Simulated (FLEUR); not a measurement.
# BaS (Fm-3m) in FLEUR: notebook, part 2 of 2

FLEUR MaX-R8.1 (later development tree). Earlier steps stand in the parts before.

### Step 3. Equation of state, r2SCAN, 30.62 Å³/atom (volume scaled by 0.94)

Changes to inp.xml since step 2:

```diff
@@ -27,3 +27,3 @@
       <xi:include xmlns:xi="http://www.w3.org/2001/XInclude" href="sym.xml"> </xi:include>
-      <bulkLattice scale="1.0">
+      <bulkLattice scale="0.9795861087">
          <bravaisMatrix>
@@ -52,3 +52,3 @@
       <species name="Sulfur (S)" element="S" atomicNumber="16">
-         <mtSphere radius="2.66" gridPoints="879" logIncrement="0.013"/>
+         <mtSphere radius="2.62" gridPoints="879" logIncrement="0.013"/>
          <atomicCutoffs lmax="11" lnonsphr="8"/>
```

Potentials or basis: all-electron, FLAPW.

Command:

```console
$ inpgen -f crystal.txt -profile fastHighL
$ # inp.xml edited to the form shown
$ fleur_MPI
```

Log:

```text
Welcome to FLEUR        (www.flapw.de)
      MaX-Release 8.1          (www.max-centre.eu)
 func_ids         498         497         498         497
 MetaGGA potential functional detected - V_tau will be computed
 Auxiliary Potential for radial basis: exchange=         117  correlation=         130
The functional 'Re-regularized SCAN exchange by Furness et al' is an exchange functional, it belongs to the 'MGGA' family and is defined in the reference(s):
[1] J. W. Furness, A. D. Kaplan, J. Ning, J. P. Perdew, and J. Sun.,  J. Phys. Chem. Lett. 11, 8208-8215 (2020)
[2] J. W. Furness, A. D. Kaplan, J. Ning, J. P. Perdew, and J. Sun.,  J. Phys. Chem. Lett. 11, 9248-9248 (2020)
The functional 'Re-regularized SCAN correlation by Furness et al' is a correlation functional, it belongs to the 'MGGA' family and is defined in the reference(s):
[1] J. W. Furness, A. D. Kaplan, J. Ning, J. P. Perdew, and J. Sun.,  J. Phys. Chem. Lett. 11, 8208-8215 (2020)
[2] J. W. Furness, A. D. Kaplan, J. Ning, J. P. Perdew, and J. Sun.,  J. Phys. Chem. Lett. 11, 9248-9248 (2020)
 Using same functional for VXC and EXC

 ========== k-point set info ==========
 Selected k-point list: default-1
 k-point list type: mesh
 7 x 7 x 7
 Number of k points: 20

 ------------Calculation Setup---------------------------
 Number of MPI-tasks      :            1
 Number of PE/node        :            1
 Number of OMP-threads    :            1
 Most efficient MPI parallelization for:
           1           2           4           5          10          20
 Additional eigenvalue parallelization possible
 Number of basis functions:          615
 Approximate size of matrices (H+S) per k-point:         0.006 GB
 --------------------------------------------------------
The functional 'Hammer, Hansen, and Norskov' is an exchange functional, it belongs to the 'GGA' family and is defined in the reference(s):
[1] B. Hammer, L. B. Hansen, and J. K. Nørskov.,  Phys. Rev. B 59, 7413 (1999)
The functional 'Perdew, Burke & Ernzerhof' is a correlation functional, it belongs to the 'GGA' family and is defined in the reference(s):
[1] J. P. Perdew, K. Burke, and M. Ernzerhof.,  Phys. Rev. Lett. 77, 3865 (1996)
[2] J. P. Perdew, K. Burke, and M. Ernzerhof.,  Phys. Rev. Lett. 78, 1396 (1997)
 Using same functional for VXC and EXC
 Using auxiliary GGA potential for the first iteration of MetaGGA calculation.
 Reset of history
 Reset of history
 Iteration:     1   Distance:      21.38171653 me/bohr^3
The functional 'Hammer, Hansen, and Norskov' is an exchange functional, it belongs to the 'GGA' family and is defined in the reference(s):
[1] B. Hammer, L. B. Hansen, and J. K. Nørskov.,  Phys. Rev. B 59, 7413 (1999)
The functional 'Perdew, Burke & Ernzerhof' is a correlation functional, it belongs to the 'GGA' family and is defined in the reference(s):
[1] J. P. Perdew, K. Burke, and M. Ernzerhof.,  Phys. Rev. Lett. 77, 3865 (1996)
[2] J. P. Perdew, K. Burke, and M. Ernzerhof.,  Phys. Rev. Lett. 78, 1396 (1997)
 Using same functional for VXC and EXC
 Iteration:     2   Distance:      20.09501784 me/bohr^3
The functional 'Hammer, Hansen, and Norskov' is an exchange functional, it belongs to the 'GGA' family and is defined in the reference(s):
[1] B. Hammer, L. B. Hansen, and J. K. Nørskov.,  Phys. Rev. B 59, 7413 (1999)
The functional 'Perdew, Burke & Ernzerhof' is a correlation functional, it belongs to the 'GGA' family and is defined in the reference(s):
[1] J. P. Perdew, K. Burke, and M. Ernzerhof.,  Phys. Rev. Lett. 77, 3865 (1996)
[2] J. P. Perdew, K. Burke, and M. Ernzerhof.,  Phys. Rev. Lett. 78, 1396 (1997)
 Using same functional for VXC and EXC
 Iteration:     3   Distance:      18.96933260 me/bohr^3
The functional 'Hammer, Hansen, and Norskov' is an exchange functional, it belongs to the 'GGA' family and is defined in the reference(s):
[1] B. Hammer, L. B. Hansen, and J. K. Nørskov.,  Phys. Rev. B 59, 7413 (1999)
The functional 'Perdew, Burke & Ernzerhof' is a correlation functional, it belongs to the 'GGA' family and is defined in the reference(s):
[1] J. P. Perdew, K. Burke, and M. Ernzerhof.,  Phys. Rev. Lett. 77, 3865 (1996)
[2] J. P. Perdew, K. Burke, and M. Ernzerhof.,  Phys. Rev. Lett. 78, 1396 (1997)
 Using same functional for VXC and EXC
 Iteration:     4   Distance:       6.72334156 me/bohr^3
The functional 'Hammer, Hansen, and Norskov' is an exchange functional, it belongs to the 'GGA' family and is defined in the reference(s):
[1] B. Hammer, L. B. Hansen, and J. K. Nørskov.,  Phys. Rev. B 59, 7413 (1999)
The functional 'Perdew, Burke & Ernzerhof' is a correlation functional, it belongs to the 'GGA' family and is defined in the reference(s):
[1] J. P. Perdew, K. Burke, and M. Ernzerhof.,  Phys. Rev. Lett. 77, 3865 (1996)
[2] J. P. Perdew, K. Burke, and M. Ernzerhof.,  Phys. Rev. Lett. 78, 1396 (1997)
 Using same functional for VXC and EXC
 Iteration:     5   Distance:       1.92433382 me/bohr^3
The functional 'Hammer, Hansen, and Norskov' is an exchange functional, it belongs to the 'GGA' family and is defined in the reference(s):
[1] B. Hammer, L. B. Hansen, and J. K. Nørskov.,  Phys. Rev. B 59, 7413 (1999)
The functional 'Perdew, Burke & Ernzerhof' is a correlation functional, it belongs to the 'GGA' family and is defined in the reference(s):
[1] J. P. Perdew, K. Burke, and M. Ernzerhof.,  Phys. Rev. Lett. 77, 3865 (1996)
[2] J. P. Perdew, K. Burke, and M. Ernzerhof.,  Phys. Rev. Lett. 78, 1396 (1997)
 Using same functional for VXC and EXC
 Iteration:     6   Distance:       0.50709930 me/bohr^3
The functional 'Hammer, Hansen, and Norskov' is an exchange functional, it belongs to the 'GGA' family and is defined in the reference(s):
[1] B. Hammer, L. B. Hansen, and J. K. Nørskov.,  Phys. Rev. B 59, 7413 (1999)
The functional 'Perdew, Burke & Ernzerhof' is a correlation functional, it belongs to the 'GGA' family and is defined in the reference(s):
[1] J. P. Perdew, K. Burke, and M. Ernzerhof.,  Phys. Rev. Lett. 77, 3865 (1996)
[2] J. P. Perdew, K. Burke, and M. Ernzerhof.,  Phys. Rev. Lett. 78, 1396 (1997)
 Using same functional for VXC and EXC
 Iteration:     7   Distance:       0.24952511 me/bohr^3
The functional 'Hammer, Hansen, and Norskov' is an exchange functional, it belongs to the 'GGA' family and is defined in the reference(s):
[1] B. Hammer, L. B. Hansen, and J. K. Nørskov.,  Phys. Rev. B 59, 7413 (1999)
The functional 'Perdew, Burke & Ernzerhof' is a correlation functional, it belongs to the 'GGA' family and is defined in the reference(s):
[1] J. P. Perdew, K. Burke, and M. Ernzerhof.,  Phys. Rev. Lett. 77, 3865 (1996)
[2] J. P. Perdew, K. Burke, and M. Ernzerhof.,  Phys. Rev. Lett. 78, 1396 (1997)
 Using same functional for VXC and EXC
 Iteration:     8   Distance:       0.14730561 me/bohr^3
The functional 'Hammer, Hansen, and Norskov' is an exchange functional, it belongs to the 'GGA' family and is defined in the reference(s):
[1] B. Hammer, L. B. Hansen, and J. K. Nørskov.,  Phys. Rev. B 59, 7413 (1999)
The functional 'Perdew, Burke & Ernzerhof' is a correlation functional, it belongs to the 'GGA' family and is defined in the reference(s):
[1] J. P. Perdew, K. Burke, and M. Ernzerhof.,  Phys. Rev. Lett. 77, 3865 (1996)
[2] J. P. Perdew, K. Burke, and M. Ernzerhof.,  Phys. Rev. Lett. 78, 1396 (1997)
 Using same functional for VXC and EXC
 Iteration:     9   Distance:       0.11616666 me/bohr^3
[... 29 lines left out ...]
[1] B. Hammer, L. B. Hansen, and J. K. Nørskov.,  Phys. Rev. B 59, 7413 (1999)
The functional 'Perdew, Burke & Ernzerhof' is a correlation functional, it belongs to the 'GGA' family and is defined in the reference(s):
[1] J. P. Perdew, K. Burke, and M. Ernzerhof.,  Phys. Rev. Lett. 77, 3865 (1996)
[2] J. P. Perdew, K. Burke, and M. Ernzerhof.,  Phys. Rev. Lett. 78, 1396 (1997)
 Using same functional for VXC and EXC
 Iteration:    14   Distance:       0.00042946 me/bohr^3
The functional 'Hammer, Hansen, and Norskov' is an exchange functional, it belongs to the 'GGA' family and is defined in the reference(s):
[1] B. Hammer, L. B. Hansen, and J. K. Nørskov.,  Phys. Rev. B 59, 7413 (1999)
The functional 'Perdew, Burke & Ernzerhof' is a correlation functional, it belongs to the 'GGA' family and is defined in the reference(s):
[1] J. P. Perdew, K. Burke, and M. Ernzerhof.,  Phys. Rev. Lett. 77, 3865 (1996)
[2] J. P. Perdew, K. Burke, and M. Ernzerhof.,  Phys. Rev. Lett. 78, 1396 (1997)
 Using same functional for VXC and EXC
 Iteration:    15   Distance:       0.00014906 me/bohr^3
The functional 'Hammer, Hansen, and Norskov' is an exchange functional, it belongs to the 'GGA' family and is defined in the reference(s):
[1] B. Hammer, L. B. Hansen, and J. K. Nørskov.,  Phys. Rev. B 59, 7413 (1999)
The functional 'Perdew, Burke & Ernzerhof' is a correlation functional, it belongs to the 'GGA' family and is defined in the reference(s):
[1] J. P. Perdew, K. Burke, and M. Ernzerhof.,  Phys. Rev. Lett. 77, 3865 (1996)
[2] J. P. Perdew, K. Burke, and M. Ernzerhof.,  Phys. Rev. Lett. 78, 1396 (1997)
 Using same functional for VXC and EXC
 Iteration:    16   Distance:       0.00003033 me/bohr^3
The functional 'Hammer, Hansen, and Norskov' is an exchange functional, it belongs to the 'GGA' family and is defined in the reference(s):
[1] B. Hammer, L. B. Hansen, and J. K. Nørskov.,  Phys. Rev. B 59, 7413 (1999)
The functional 'Perdew, Burke & Ernzerhof' is a correlation functional, it belongs to the 'GGA' family and is defined in the reference(s):
[1] J. P. Perdew, K. Burke, and M. Ernzerhof.,  Phys. Rev. Lett. 77, 3865 (1996)
[2] J. P. Perdew, K. Burke, and M. Ernzerhof.,  Phys. Rev. Lett. 78, 1396 (1997)
 Using same functional for VXC and EXC
 Iteration:    17   Distance:       0.00002856 me/bohr^3
The functional 'Hammer, Hansen, and Norskov' is an exchange functional, it belongs to the 'GGA' family and is defined in the reference(s):
[1] B. Hammer, L. B. Hansen, and J. K. Nørskov.,  Phys. Rev. B 59, 7413 (1999)
The functional 'Perdew, Burke & Ernzerhof' is a correlation functional, it belongs to the 'GGA' family and is defined in the reference(s):
[1] J. P. Perdew, K. Burke, and M. Ernzerhof.,  Phys. Rev. Lett. 77, 3865 (1996)
[2] J. P. Perdew, K. Burke, and M. Ernzerhof.,  Phys. Rev. Lett. 78, 1396 (1997)
 Using same functional for VXC and EXC
 Iteration:    18   Distance:       0.00001089 me/bohr^3
The functional 'Hammer, Hansen, and Norskov' is an exchange functional, it belongs to the 'GGA' family and is defined in the reference(s):
[1] B. Hammer, L. B. Hansen, and J. K. Nørskov.,  Phys. Rev. B 59, 7413 (1999)
The functional 'Perdew, Burke & Ernzerhof' is a correlation functional, it belongs to the 'GGA' family and is defined in the reference(s):
[1] J. P. Perdew, K. Burke, and M. Ernzerhof.,  Phys. Rev. Lett. 77, 3865 (1996)
[2] J. P. Perdew, K. Burke, and M. Ernzerhof.,  Phys. Rev. Lett. 78, 1396 (1997)
 Using same functional for VXC and EXC
 Iteration:    19   Distance:       0.00000306 me/bohr^3

 ********************************************************************
 Run finished successfully
 Stop message:
   all done
 ********************************************************************
```

Run time: 50 s. Hardware: 1 thread of Arm Neoverse V2, shared host; peak memory 0.09 GiB.

Results:

```
Free energy                                           : -232351.3130 eV
Band gap on the k mesh                                : 2.50 eV, indirect (least direct gap 2.57 eV)
Valence electrons inside the program's atomic spheres : Ba 17.43; S 5.70 (radii Ba 2.66, S 2.62 bohr)
```

Caveat: the meta-GGA is that of a development version, with a GGA for the radial functions and cores and without core tails; spin-orbit coupling is left out, which moves the levels of the heavy elements; an odd mesh through Γ misses points on the zone boundary, where band edges often lie.

### Step 4. Equation of state, r2SCAN, 31.27 Å³/atom (volume scaled by 0.96)

Changes to inp.xml since step 3:

```diff
@@ -27,3 +27,3 @@
       <xi:include xmlns:xi="http://www.w3.org/2001/XInclude" href="sym.xml"> </xi:include>
-      <bulkLattice scale="0.9795861087">
+      <bulkLattice scale="0.9864848297">
          <bravaisMatrix>
```

Command:

```console
$ inpgen -f crystal.txt -profile fastHighL
$ # inp.xml edited to the form shown
$ fleur_MPI
```

Wall time 49 s (1 thread of Arm Neoverse V2, shared host); peak memory 0.09 GiB.

Results (log left out):

```
Free energy                                           : -232351.3426 eV
Band gap on the k mesh                                : 2.54 eV, indirect (least direct gap 2.63 eV)
Valence electrons inside the program's atomic spheres : Ba 17.42; S 5.69 (radii Ba 2.66, S 2.62 bohr)
```

Caveat: the meta-GGA is that of a development version, with a GGA for the radial functions and cores and without core tails; spin-orbit coupling is left out, which moves the levels of the heavy elements; an odd mesh through Γ misses points on the zone boundary, where band edges often lie.

### Step 5. Equation of state, r2SCAN, 32.58 Å³/atom

Changes to inp.xml since step 4:

```diff
@@ -27,3 +27,3 @@
       <xi:include xmlns:xi="http://www.w3.org/2001/XInclude" href="sym.xml"> </xi:include>
-      <bulkLattice scale="0.9864848297">
+      <bulkLattice scale="1.0000000000">
          <bravaisMatrix>
```

Command:

```console
$ inpgen -f crystal.txt -profile fastHighL
$ # inp.xml edited to the form shown
$ fleur_MPI
```

It took 54 s on 1 thread of Arm Neoverse V2, shared host; peak memory 0.09 GiB.

The run converged. Its results:

* Free energy: -232351.3733 eV
* Band gap on the k mesh: 2.62 eV, indirect (least direct gap 2.74 eV)
* Valence electrons inside the program's atomic spheres: Ba 17.40; S 5.66 (radii Ba 2.66, S 2.62 bohr)

Caveat: the meta-GGA is that of a development version, with a GGA for the radial functions and cores and without core tails; spin-orbit coupling is left out, which moves the levels of the heavy elements; an odd mesh through Γ misses points on the zone boundary, where band edges often lie.

### Step 6. Equation of state, r2SCAN, 33.88 Å³/atom (volume scaled by 1.04)

Changes to inp.xml since step 5:

```diff
@@ -27,3 +27,3 @@
       <xi:include xmlns:xi="http://www.w3.org/2001/XInclude" href="sym.xml"> </xi:include>
-      <bulkLattice scale="1.0000000000">
+      <bulkLattice scale="1.0131594038">
          <bravaisMatrix>
```

Potentials or basis: all-electron, FLAPW.

Command:

```console
$ inpgen -f crystal.txt -profile fastHighL
$ # inp.xml edited to the form shown
$ fleur_MPI
```

It took 60 s on 1 thread of Arm Neoverse V2, shared host; peak memory 0.09 GiB.

It converged, with:

```
Free energy                                           : -232351.3730 eV
Band gap on the k mesh                                : 2.68 eV, indirect (least direct gap 2.82 eV)
Valence electrons inside the program's atomic spheres : Ba 17.38; S 5.63 (radii Ba 2.66, S 2.62 bohr)
```

Caveat: the meta-GGA is that of a development version, with a GGA for the radial functions and cores and without core tails; spin-orbit coupling is left out, which moves the levels of the heavy elements; an odd mesh through Γ misses points on the zone boundary, where band edges often lie.

### Step 7. Equation of state, r2SCAN, 34.53 Å³/atom (volume scaled by 1.06)

Changes to inp.xml since step 6:

```diff
@@ -27,3 +27,3 @@
       <xi:include xmlns:xi="http://www.w3.org/2001/XInclude" href="sym.xml"> </xi:include>
-      <bulkLattice scale="1.0131594038">
+      <bulkLattice scale="1.0196128224">
          <bravaisMatrix>
```

Command:

```console
$ inpgen -f crystal.txt -profile fastHighL
$ # inp.xml edited to the form shown
$ fleur_MPI
```

Run time: 70 s. Hardware: 1 thread of Arm Neoverse V2, shared host; peak memory 0.09 GiB.

It converged, with:

| Item | Value |
| --- | --- |
| Free energy | -232351.3634 eV |
| Band gap on the k mesh | 2.69 eV, indirect (least direct gap 2.83 eV) |
| Valence electrons inside the program's atomic spheres | Ba 17.38; S 5.62 (radii Ba 2.66, S 2.62 bohr) |

Caveat: the meta-GGA is that of a development version, with a GGA for the radial functions and cores and without core tails; spin-orbit coupling is left out, which moves the levels of the heavy elements; an odd mesh through Γ misses points on the zone boundary, where band edges often lie.

### Step 8. Equation of state, r2SCAN

This step only gathers the single runs of the series.

Results:

| Quantity | Value |
| --- | --- |
| Equilibrium volume | 33.20 Å³/atom |
| Bulk modulus | 43 GPa |

Energy against volume, from the lowest point:
| volume (Å³/atom) | energy (meV/atom) |
| --- | --- |
| 30.622 | 30.15 |
| 31.273 | 15.32 |
| 32.576 | 0.00 |
| 33.879 | 0.15 |
| 34.531 | 4.94 |

Caveat: the meta-GGA is that of a development version, with a GGA for the radial functions and cores and without core tails.

### Step 9. Against experiment

Step 2. Measured gap of BaS: 3.806 eV (indirect; 2 K; a printed reference work, monograph, original work of 1988). This calculation gives 2.56 eV (-1.24 eV). Spin-orbit coupling on Ba is left out. The value is that of r2SCAN, without temperature or zero-point motion.
